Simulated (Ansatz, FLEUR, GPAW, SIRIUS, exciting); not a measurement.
Bi: 5 runs at one level of theory

```xyz
1
Lattice="-1.9814 1.9814 1.9814 1.9814 -1.9814 1.9814 1.9814 1.9814 -1.9814" Properties=species:S:1:pos:R:3 pbc="T T T"
Bi    0.0000    0.0000    0.0000
```

This isn't the form of Bi at room conditions, which is rhombohedral.

Alike in all runs: task equation of state; functional PBEsol; k mesh 9 × 9 × 9; occupations fermi-dirac, width 0.05 eV; no spin polarisation; no spin-orbit coupling.

```tsv
program and potentials	plane-wave cutoff (eV)	notes	equilibrium volume (Å³/atom)	bulk modulus (GPa)
SIRIUS, PseudoDojo 0.4.1 PBEsol standard (scalar relativistic)	915	-	30.08	60.7
Ansatz, all-electron LAPW, scalar-relativistic	-	-	30.05	60.3
GPAW, PAW data sets generated for this functional	600	-	29.98	59.7
FLEUR, all-electron, FLAPW	-	-	30.07	60.4
exciting, all-electron LAPW+lo, shipped species files, valence relativity iora*	-	-	30.05	59.6
```

The equilibrium volume spans 29.98 (GPAW, PAW data sets generated for this functional) to 30.08 Å³/atom (SIRIUS, PseudoDojo 0.4.1 PBEsol standard (scalar relativistic)), with all-electron results at 30.05 to 30.07. The bulk modulus spans 59.6 (exciting, all-electron LAPW+lo, shipped species files, valence relativity iora*) to 60.7 GPa (SIRIUS, PseudoDojo 0.4.1 PBEsol standard (scalar relativistic)), with all-electron results at 59.6 to 60.4. For a metal such a mesh isn't converged, which the comparison doesn't need.

The functional is the same throughout but for its coding, so the spread measures potentials, basis and numerics; runs on potential files found faulty are left out.
